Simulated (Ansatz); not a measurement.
(210) slab cut from the bulk of InP, F-43m (No. 216); the slab's formula is InP:

```
CELL_PARAMETERS angstrom
5.87818 0.00000 0.00000
-2.93909 6.57201 0.00000
0.00000 0.00000 26.17241
ATOMIC_POSITIONS crystal
P 0.10000 0.70000 0.28656
In 0.70000 0.40000 0.31167
P 0.80000 0.10000 0.33678
In 0.40000 0.80000 0.36189
P 0.50000 0.50000 0.38700
In 0.10000 0.20000 0.41211
P 0.20000 0.90000 0.43722
In 0.80000 0.60000 0.46233
P 0.90000 0.30000 0.48744
In 0.50000 0.00000 0.51256
P 0.60000 0.70000 0.53767
In 0.20000 0.40000 0.56278
P 0.30000 0.10000 0.58789
In 0.90000 0.80000 0.61300
P 0.00000 0.50000 0.63811
In 0.60000 0.20000 0.66322
P 0.70000 0.90000 0.68833
In 0.30000 0.60000 0.71344
```

Computed with DFT PBEsol, scalar-relativistic, plane waves, PAW in Ansatz. Settings: cutoff 420 eV, Γ-centred mesh 7×6×1 on the computed 18-atom cell, Gaussian smearing of 0.05 eV; no spin polarisation. The cell repeats along c with a dipole correction in the vacuum.

Task: What forces act on the atoms?

Result:
```csv
atom,Fx (eV/Å),Fy (eV/Å),Fz (eV/Å)
P1,-0.491,0.090,-0.257
In2,1.168,0.593,0.877
P3,0.065,-0.518,-0.414
In4,-0.192,-0.043,-0.276
P5,-0.309,-0.216,-0.048
In6,-0.165,0.063,-0.192
P7,-0.138,0.001,0.268
In8,0.150,0.011,-0.068
P9,-0.063,0.045,0.203
In10,0.103,-0.006,-0.128
P11,-0.079,-0.053,-0.066
In12,0.073,-0.091,-0.216
P13,-0.307,0.154,0.230
In14,-0.320,0.129,0.038
P15,-0.526,0.047,0.152
In16,0.436,-0.552,-0.515
P17,0.028,0.422,0.553
In18,0.570,-0.075,-0.140
```

Cost: 1 run of about 2.9 core-minutes, on Intel Xeon 6975P-C (Granite Rapids) (shared hosts).